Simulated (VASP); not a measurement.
InAs:

```
In As
1.0
     0.00000    3.02400    3.02400
     3.02400    0.00000    3.02400
     3.02400    3.02400    0.00000
In As
1 1
Direct
  0.00000 0.00000 0.00000
  0.75000 0.75000 0.75000
```

```yaml
Program: VASP 6.6.1
Task: relaxation of cell and atoms
Functional: PBE
Dispersion: D3(BJ)
Potentials_or_basis: VASP PAW PBE potentials, release 64 (In_d, As)
Cutoff: 600 eV
k_mesh: 12 × 12 × 12
Occupations: gaussian, width 0.1 eV
Spin: no spin polarisation
```

At the start: pressure 1.9 GPa; volume 27.65 Å³/atom.

**Question.** How do energy, volume and symmetry change on relaxing?

**Answer.** Over 3 steps the energy falls by 5.2 meV/atom and the volume is 28.56 Å³/atom (+3.3 %); space group F-43m (No. 216, to 0.05 Å).

Step by step:
| step | energy change (eV) | largest force (eV/Å) | pressure (GPa) | volume (Å³) |
| --- | --- | --- | --- | --- |
| 1 | 0.0000 | 0.0000 | 1.93 | 55.31 |
| 2 | -0.0081 | 0.0000 | -0.80 | 58.01 |
| 3 | -0.0104 | 0.0000 | 0.02 | 57.11 |

Final structure:
```
CELL_PARAMETERS angstrom
0.00000 3.05653 3.05653
3.05653 0.00000 3.05653
3.05653 3.05653 0.00000
ATOMIC_POSITIONS crystal
In 0.00000 0.00000 0.00000
As 0.75000 0.75000 0.75000
```

Caveat: pairwise dispersion overbinds metals, which lowers pressure and volume.
